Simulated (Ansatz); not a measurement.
Consider WSe2 (layers cut from the bulk crystal).

The cell holds 3 atoms: 2 Se and 1 W. Cell: a = 3.240 Å, b = 3.240 Å, c = 29.900 Å, α = 90.0°, β = 90.0°, γ = 120.0°. It derives from WSe2. Vacuum lies along c.

```xyz
3
Lattice="3.2405 0.0000 0.0000 -1.6202 2.8063 0.0000 0.0000 0.0000 29.9000" Properties=species:S:1:pos:R:3
Se    0.0000    1.8709   13.2695
W     1.6202    0.9354   14.9500
Se    0.0000    1.8709   16.6305
```

The structure was relaxed with PBEsol-D3(BJ). At the settings of the band run the largest force is still 0.07 eV/Å. The runs that relaxed it are not among those shown. Spin-orbit coupling is left out unless a run names it.

Gaps computed with Ansatz 0.2.0 without a self-energy: PBEsol 1.65 eV and HSE06 2.19 eV.

**Question.** What gap should G0W0 on PBEsol give (6×6×1 mesh, 361 empty bands, screening to 70 eV, PAW set soft_1 files)?

About 2.28 eV: on its mesh the run moves the gap from 1.65 eV by +0.64 eV. Among the scalar-relativistic levels given, HSE06 is nearest (−0.09 eV). Bands and cutoff are finite, so the gap is not at the basis limit. The miss can reach some tenths of an eV and take either sign; the mesh is an error of its own. The mesh in the plane is coarse for a sheet; gap and any exciton binding can still move on denser ones. The many-body steps are scalar-relativistic: spin-orbit coupling is not in them.

[Paths, hosts, dates, memory and timing lines, banners, echoed tables and standing remarks are left out of the program output.]

[Logs are printed without paths, hosts, clocks, repeated set-up lines and the standing remarks that a program may print on its own settings, such as how far it seeks lower states.]

[Runs of the session that timed out or met a known fault of the program may be left out.]

[Cells called generated may have been cut or substituted from an entry of the Crystallography Open Database or the Materials Project.]

[Hosts, paths, dates, database ids (printed as entryN), source tags and the programs' standing remarks are cut or masked in the printed files.]
